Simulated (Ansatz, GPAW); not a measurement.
One calculation of W, 3 ways

```
W
1.0
    -1.58234    1.58234    1.58234
     1.58234   -1.58234    1.58234
     1.58234    1.58234   -1.58234
W
1
Cartesian
  0.0000 0.0000 0.0000
```

Alike in all runs: task single point; functional PBE; k mesh 12 × 12 × 12; occupations gaussian, width 0.025 eV; no spin polarisation; no spin-orbit coupling. Pressure is positive in compression and, in plane waves, holds the error of the finite cutoff, which Ansatz's Pulay term estimates and takes out.

| program and potentials | plane-wave cutoff (eV) | notes | band gap (eV) | pressure (GPa) |
| --- | --- | --- | --- | --- |
| Ansatz, Ansatz PAW | 420 | Pulay term of +0.08 GPa included | no gap | 6.02 |
| GPAW, GPAW PAW data sets (gpaw-data 1.2.1) | 600 | - | no gap | 5.81 |
| Ansatz, all-electron LAPW, scalar-relativistic | - | - | ? | ? |

Problem. Estimate from the other rows what the run with Ansatz, all-electron LAPW, scalar-relativistic gave.

Solution. No band gap; pressure 6.10 GPa. The other rows, which needn't bracket it: pressure 5.81 to 6.02.
